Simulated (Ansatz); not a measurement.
# NaCl: stress in a strained cell

NaCl is deformed so: zz strain of -1 %. What stress and forces result, by LAPW, PAW and all-electron datasets made for the crystal?

Method: DFT PBEsol, scalar-relativistic, in Ansatz 0.2.0.

**1. The structure to begin with**

The structure is cubic, space group Pm-3m (No. 221). Conventional cell: a = 2.860 Å, b = 2.860 Å, c = 2.860 Å, α = 90.00°, β = 90.00°, γ = 90.00°. Around Na (site symmetry m-3m) lie 8 Cl at 2.48 Å. Around Cl (site symmetry m-3m) lie 8 Na at 2.48 Å.

Coordinates:

```xyz
2
Lattice="2.8600 0.0000 0.0000 0.0000 2.8600 0.0000 0.0000 0.0000 2.8600" Properties=species:S:1:pos:R:3 pbc="T T T"
Na    0.0000    0.0000    0.0000
Cl    1.4300    1.4300    1.4300
```

Atoms are numbered in the order of the input: Na1, Cl2.

**2. The deformed structure**

Space group Pm-3m before, P4/mmm after.

**3. LAPW, all electrons**

Contents of input.yaml:

```yaml
crystal:
  lattice:
    - [2.86, 0.0, 0.0]
    - [0.0, 2.86, 0.0]
    - [0.0, 0.0, 2.8314]
  atoms:
    - { symbol: Na, position: [0.0, 0.0, 0.0] }
    - { symbol: Cl, position: [0.5, 0.5, 0.5] }
kpoints:
  mp_grid: { grid: [8, 8, 8] }
  band_path:
    path:
      - [0.0, 0.0, 0.0]
      - [0.0, 0.5, 0.0]
      - [0.5, 0.5, 0.0]
      - [0.0, 0.0, 0.0]
      - [0.0, 0.0, 0.5]
      - [0.0, 0.5, 0.5]
      - [0.5, 0.5, 0.5]
      - [0.0, 0.0, 0.5]
      - [0.0, 0.5, 0.0]
    npoints: 5
scf:
  occupations: { method: fermi_dirac, width: 0.02 }
hamiltonian:
  xc: pbesol
  pseudopotentials: { kind: all_electron, lapw: { basis_error: 0.00025 } }
output:
  forces: true
  stress: true
  eigenvalues: true
```

Run with:

```
ansatz run input.yaml --threads 1 --pin off --max-ram 3072MiB --backend cpu --events-out ev --progress --plain --runs-dir out
```

**4. Frozen-core PAW**

Contents of input.yaml:

```yaml
crystal:
  lattice:
    - [2.86, 0.0, 0.0]
    - [0.0, 2.86, 0.0]
    - [0.0, 0.0, 2.8314]
  atoms:
    - { symbol: Na, position: [0.0, 0.0, 0.0] }
    - { symbol: Cl, position: [0.5, 0.5, 0.5] }
kpoints:
  mp_grid: { grid: [8, 8, 8] }
scf:
  occupations: { method: fermi_dirac, width: 0.02 }
hamiltonian:
  xc: pbesol
  pseudopotentials: { kind: paw }
output:
  forces: true
  stress: true
  eigenvalues: true
  efg: { contact_densities: true }
```

**5. Datasets made for this crystal**

input.yaml: that of step 4 with these lines changed.

```diff
@@ -14,3 +14,3 @@
   xc: pbesol
-  pseudopotentials: { kind: paw }
+  pseudopotentials: { kind: all_electron, datasets: crystal }
 output:
```

(Steps that only read results are left out.)

Before running it: what results should come out? Wanted: pressure; largest shear or deviatoric stress.

**Answer**, as computed:

| quantity | value |
| --- | --- |
| pressure | LAPW 61.94, PAW 61.92, crystal datasets 61.94 GPa |
| largest shear or deviatoric stress (LAPW) | 1.78 GPa |

The largest part of the stress beyond the pressure is 1.78 GPa in size, in the zz component; the atoms are carried along and not relaxed. No run of the undeformed cell stands beside it, so the pressure holds what the given cell had before the change. PAW: stress within 0.02 GPa of LAPW. Crystal datasets: stress within 0.01 GPa of LAPW.
